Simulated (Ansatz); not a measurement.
Molecular dynamics of MoS₂

Input file:

```yaml
crystal:
  lattice:
    - [-3.22096, -5.578866, 0.0]
    - [4.83144, -2.789433, 0.0]
    - [0.0, 0.0, 12.526069]
  atoms:
    - { symbol: Mo, position: [0.5, 0.3333333, 0.25] }
    - { symbol: Mo, position: [0.5, 0.6666667, 0.75] }
    - { symbol: S, position: [0.5, 0.3333333, 0.623] }
    - { symbol: S, position: [0.5, 0.6666667, 0.123] }
    - { symbol: S, position: [0.5, 0.3333333, 0.877] }
    - { symbol: S, position: [0.5, 0.6666667, 0.377] }
    - { symbol: Mo, position: [0.25, 0.8333333, 0.25] }
    - { symbol: Mo, position: [0.25, 0.1666667, 0.75] }
    - { symbol: S, position: [0.25, 0.8333333, 0.623] }
    - { symbol: S, position: [0.25, 0.1666667, 0.123] }
    - { symbol: S, position: [0.25, 0.8333333, 0.877] }
    - { symbol: S, position: [0.25, 0.1666667, 0.377] }
    - { symbol: Mo, position: [0.0, 0.3333333, 0.25] }
    - { symbol: Mo, position: [0.0, 0.6666667, 0.75] }
    - { symbol: S, position: [0.0, 0.3333333, 0.623] }
    - { symbol: S, position: [0.0, 0.6666667, 0.123] }
    - { symbol: S, position: [0.0, 0.3333333, 0.877] }
    - { symbol: S, position: [0.0, 0.6666667, 0.377] }
    - { symbol: Mo, position: [0.75, 0.8333333, 0.25] }
    - { symbol: Mo, position: [0.75, 0.1666667, 0.75] }
    - { symbol: S, position: [0.75, 0.8333333, 0.623] }
    - { symbol: S, position: [0.75, 0.1666667, 0.123] }
    - { symbol: S, position: [0.75, 0.8333333, 0.877] }
    - { symbol: S, position: [0.75, 0.1666667, 0.377] }
basis:
  ecutwfc: 420.0
kpoints:
  mp_grid: { grid: [2, 3, 1] }
hamiltonian:
  xc: pbe
  pseudopotentials: { kind: paw, azcp: { folder: soft_1 } }
scf:
  occupations: { method: fermi_dirac, width: 0.3 }
  lower_state_search: "off"
md:
  timestep: 2.25
  n_steps: 200
  ensemble: nvt_langevin
  temperature: 3500.0
  initial_velocities: maxwell_boltzmann
  seed: 326172
  friction: 0.02
```

Launched with:

```bash
$ ansatz run input.yaml --threads 2 --pin off --max-ram 5120MiB --backend cpu --events-out ev --progress --plain --runs-dir out
```

It starts from an unrelaxed structure (largest force component 0.78 eV/Å).

Output, in part (step lines):

```
md step     0: t =     0.00 fs  T =  3354.2 K  F+E_penalty+E_count = -54102.50462518 eV  E_kin = 10.405430 eV  (9 SCF iters)
md step     1: t =     2.25 fs  T =  2803.6 K  F+E_penalty+E_count = -54102.39577090 eV  E_kin = 8.697528 eV  (9 SCF iters)
md step     2: t =     4.50 fs  T =  2908.9 K  F+E_penalty+E_count = -54102.05622529 eV  E_kin = 9.024048 eV  (9 SCF iters)
md step     3: t =     6.75 fs  T =  3026.9 K  F+E_penalty+E_count = -54101.50665420 eV  E_kin = 9.390288 eV  (9 SCF iters)
md step     4: t =     9.00 fs  T =  3053.4 K  F+E_penalty+E_count = -54100.76181053 eV  E_kin = 9.472352 eV  (9 SCF iters)
md step     5: t =    11.25 fs  T =  3233.4 K  F+E_penalty+E_count = -54099.80191026 eV  E_kin = 10.030632 eV  (7 SCF iters)
md step     6: t =    13.50 fs  T =  2625.4 K  F+E_penalty+E_count = -54098.73011674 eV  E_kin = 8.144716 eV  (8 SCF iters)
md step     7: t =    15.75 fs  T =  2268.6 K  F+E_penalty+E_count = -54097.74179233 eV  E_kin = 7.037707 eV  (7 SCF iters)
[... lines left out ...]
md step   200: t =   450.00 fs  T =  3088.3 K  F+E_penalty+E_count = -54089.23558360 eV  E_kin = 9.580536 eV  (8 SCF iters)
```

The steps, from the saved trajectory:

```
time (fs)  T (K)  potential energy less start (eV)
        0   3354                             0.000
     13.5   2625                             3.775
       27   1510                             7.624
     40.5   2387                             8.006
       54   2439                             9.413
     67.5   3023                             9.052
       81   3201                             9.053
     94.5   3029                            11.835
      108   4381                            12.623
    121.5   3185                            12.015
      135   3447                            12.887
    148.5   2745                            12.822
      162   3928                            11.698
    175.5   3664                            10.984
      189   4271                            10.707
    202.5   2940                            11.886
      216   3327                            13.331
    229.5   3396                            13.605
      243   3803                            12.259
    256.5   3458                            12.907
      270   3470                            12.997
    283.5   2835                            12.932
      297   2906                            14.927
    310.5   3021                            13.525
      324   3628                            12.406
    337.5   3153                            12.720
      351   3192                            14.046
    364.5   3912                            15.146
      378   3744                            13.924
    391.5   2716                            15.973
      405   2853                            15.773
    418.5   3541                            14.366
      432   3647                            13.803
    445.5   3249                            12.927
```

The run went to its last step. A run of 0.45 ps of so small a system gives no equilibrium averages. Limits of this set-up: coarse k mesh.

Mean squared displacements from the first frame to the last, about the centre of mass: Mo 0.19 Å², S 0.26 Å².

Last frame:

```xyz
24
Lattice="-3.2210 -5.5789 0.0000 4.8314 -2.7894 0.0000 0.0000 0.0000 12.5261" Properties=species:S:1:pos:R:3
Mo -0.358 -3.114 2.807
Mo 2.015 -4.351 9.911
S 0.453 -3.377 8.159
S 1.643 -4.343 1.394
S 0.173 -3.232 11.240
S 1.551 -4.423 4.137
Mo 3.277 -3.202 2.963
Mo 0.411 -1.314 10.020
S 3.759 -3.741 8.448
S 0.256 -1.406 1.462
S 3.453 -3.397 11.450
S -0.540 -1.552 4.830
Mo 1.599 -0.303 3.444
Mo 3.430 -1.733 9.511
S 1.818 -0.797 8.427
S 2.807 -1.483 1.266
S 2.373 -0.565 11.150
S 3.354 -1.483 4.831
Mo 1.598 -6.083 2.982
Mo -1.393 -4.309 9.640
S 2.006 -5.924 8.070
S -1.548 -4.657 1.614
S 1.746 -6.165 11.284
S -2.095 -4.103 5.300
```

Time of the run: 20 min on 2 threads of Intel(R) Xeon(R) 6975P-C (Granite Rapids) (shared host), peak memory 1.1 GiB.
